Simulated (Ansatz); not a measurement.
Crystal: C.

```
C
1.0
     0.00000    1.78337    1.78337
     1.78337    0.00000    1.78337
     1.78337    1.78337    0.00000
C
2
Direct
  0.25000 0.25000 0.25000
  0.00000 0.00000 0.00000
```

This isn't the form of C at room conditions, which is graphite.

The cell isn't the ideal one: the cell as VASP's run set it.

| Item | Value |
| --- | --- |
| Program | Ansatz 0.2.0 |
| Task | relaxation of cell and atoms |
| Functional | PBEsol |
| Dispersion | D4 |
| Potentials or basis | all-electron LAPW, scalar-relativistic |
| Basis error allowed | 0.001 eV/atom |
| k mesh | 13 × 13 × 13 |
| Occupations | tetrahedron |
| Spin | no spin polarisation |

At the start: volume 5.67 Å³/atom.

Where does the relaxation end?

Over 5 steps the energy falls by 2.5 meV/atom and the volume is 5.57 Å³/atom (-1.8 %); space group Fd-3m (No. 227, to 0.05 Å).

Step by step:
```
step  energy change (eV)  largest force (eV/Å)  volume (Å³)
   1              0.0000                0.0000        11.34
   2             -0.0041                0.0000        11.22
   3             -0.0049                0.0000        11.14
   4             -0.0049                0.0000        11.15
   5             -0.0049                0.0000        11.15
```

Final structure:
```
CELL_PARAMETERS angstrom
0.00000 1.77290 1.77290
1.77290 0.00000 1.77290
1.77290 1.77290 0.00000
ATOMIC_POSITIONS crystal
C 0.25000 0.25000 0.25000
C 0.00000 0.00000 0.00000
```

Caveat: with tetrahedron occupations forces and stress needn't match the slope of the energy.
